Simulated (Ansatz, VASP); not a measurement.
## Two plane-wave programs on CdF2

File POSCAR:

```
CdF2
1.0
    0.0000000000      2.7468369436      2.7468369436
    2.7468369436      0.0000000000      2.7468369436
    2.7468369436      2.7468369436      0.0000000000
Cd F
1 2
Direct
    0.0000000000      0.0000000000      0.0000000000
    0.7500000000      0.7500000000      0.7500000000
    0.2500000000      0.2500000000      0.2500000000
```

INCAR.step1

```
SYSTEM = CdF2
PREC = Accurate ; ENCUT = 520
ISMEAR = -1 ; SIGMA = 0.05
LREAL = .FALSE. ; LASPH = .TRUE.
NELM = 100 ; NBANDS = 20
GGA = PE ; ALGO = Normal
EDIFF = 1E-4 ; LWAVE = .TRUE.
LCHARG = .FALSE.
```

Contents of INCAR.step2:

```
SYSTEM = CdF2
PREC = Accurate ; ENCUT = 520
EDIFF = 1E-7 ; ISMEAR = -1
SIGMA = 0.05 ; LREAL = .FALSE.
LASPH = .TRUE. ; NELM = 100
ALGO = Normal ; ISIF = 2
LWAVE = .FALSE. ; LCHARG = .FALSE.
METAGGA = R2SCAN ; LMIXTAU = .TRUE.
NBANDS = 20 ; ISTART = 1
```

KPOINTS

```
Automatic mesh
0
G
  9 9 9
  0 0 0
```

Contents of input.yaml:

```yaml
crystal:
  lattice:
    - [0.0, 2.7468369436, 2.7468369436]
    - [2.7468369436, 0.0, 2.7468369436]
    - [2.7468369436, 2.7468369436, 0.0]
  atoms:
    - { symbol: Cd, position: [0.0, 0.0, 0.0] }
    - { symbol: F, position: [0.75, 0.75, 0.75] }
    - { symbol: F, position: [0.25, 0.25, 0.25] }
hamiltonian:
  xc: r2scan
  pseudopotentials: { kind: paw }
kpoints:
  mp_grid: { grid: [9, 9, 9] }
scf:
  occupations: { method: fermi_dirac, width: 0.05 }
output:
  forces: true
  stress: true
  eigenvalues: true
```

Alike in both runs: task single point; functional r2SCAN; k mesh 9 × 9 × 9; occupations fermi-dirac, width 0.05 eV; no spin polarisation.

|  | VASP | Ansatz |
| --- | --- | --- |
| version | VASP 6.6.1 | Ansatz 0.2.0 |
| potentials or method | VASP PAW PBE potentials, release 64 (Cd, F) | Ansatz PAW |
| plane-wave cutoff (eV) | 520 | 500 |
| valence electrons in the cell | 26 | 34 |

VASP gave:

| Quantity | Value |
| --- | --- |
| gap on the k mesh at the Fermi level (eV) | 3.57 |
| least direct gap on the mesh (eV) | 4.11 |
| pressure (GPa) | -5.0 |

Estimate Ansatz's values.

gap on the k mesh at the Fermi level (eV): 3.61; least direct gap on the mesh (eV): 4.16; pressure (GPa): -5.7.

The functional is the same, so the differences come from potentials, cutoffs and numerics. The two sets of potentials don't hold the same shells in valence.

Caveats: the PAW data sets were made with another functional, which shifts forces and pressure a little (VASP); an odd mesh through Γ misses points on the zone boundary, where band edges often lie (VASP); odd divisions of the mesh miss points on the zone boundary, where band edges often lie, so the gap on the mesh can be too wide (Ansatz); the PAW data sets come from PBE, with cores solved anew for the run's functional, which leaves a small shift of forces and pressure (Ansatz). r2SCAN opens gaps a little over a GGA but as a rule still falls short of measured ones.
